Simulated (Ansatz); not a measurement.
Crystal: MnS.

```
Mn S
1.0
     3.95358    0.00000    0.00000
    -1.97679    3.42390    0.00000
     0.00000    0.00000    6.34253
Mn S
2 2
Direct
  0.66667 0.33333 0.49884
  0.33333 0.66667 0.99884
  0.33333 0.66667 0.62615
  0.66667 0.33333 0.12615
```

The cell is a database's computed one.

| Item | Value |
| --- | --- |
| Program | Ansatz 0.2.0 |
| Task | relaxation of cell and atoms |
| Functional | LDA |
| Potentials or basis | Ansatz PAW |
| Cutoff | 420 eV (not typed: the program's choice for these potentials) |
| k mesh | 8 × 8 × 4 |
| Occupations | fermi-dirac, width 0.05 eV |
| Spin | collinear spin, ferromagnetic start |
| Starting moments | [4.0, 4.0, 0.0, 0.0] μB |

At the start: volume 21.46 Å³/atom.

How do energy, volume and symmetry change on relaxing?

It ends after 10 steps and the volume is 14.49 Å³/atom (-32.5 %); space group P6_3mc (No. 186, to 0.05 Å); moment 0.20 μB per cell.

The path:
| step | energy change (eV) | largest force (eV/Å) | volume (Å³) |
| --- | --- | --- | --- |
| 1 | 0.0000 | 0.2476 | 85.86 |
| 2 | -0.0854 | 0.1473 | 82.26 |
| 3 | -0.1831 | 0.1533 | 74.55 |
| 4 | -0.6063 | 0.4396 | 64.31 |
| 5 | -0.8292 | 0.0312 | 55.36 |
| 6 | -0.9004 | 0.2288 | 58.63 |
| 7 | -0.9074 | 0.0516 | 58.15 |
| 8 | -0.9085 | 0.0003 | 57.93 |
| 9 | -0.9085 | 0.0015 | 57.95 |
| 10 | -0.9058 | 0.0013 | 57.95 |

Final structure:
```cif
data_structure
_symmetry_space_group_name_H-M 'P 1'
_symmetry_Int_Tables_number 1
_cell_length_a 3.3736
_cell_length_b 3.3736
_cell_length_c 5.8797
_cell_angle_alpha 90.000
_cell_angle_beta 90.000
_cell_angle_gamma 120.000
_cell_volume 57.95
loop_
_atom_site_label
_atom_site_type_symbol
_atom_site_fract_x
_atom_site_fract_y
_atom_site_fract_z
_atom_site_occupancy
Mn1 Mn 0.66667 0.33333 0.49451 1
Mn2 Mn 0.33333 0.66667 0.99451 1
S1 S 0.33333 0.66667 0.63049 1
S2 S 0.66667 0.33333 0.13049 1
```

Caveat: the volume moved by over 15 % at a fixed basis, so the end points are rough; the plane-wave basis is chosen anew once the cell has moved, so the energies of steps on either side of that aren't comparable; the moment fell far below its start of 4 μB, so a state of higher moment may lie lower in energy; the PAW data sets come from PBE, with cores solved anew for the run's functional, which leaves a small shift of forces and pressure; the starting moments weren't kept.
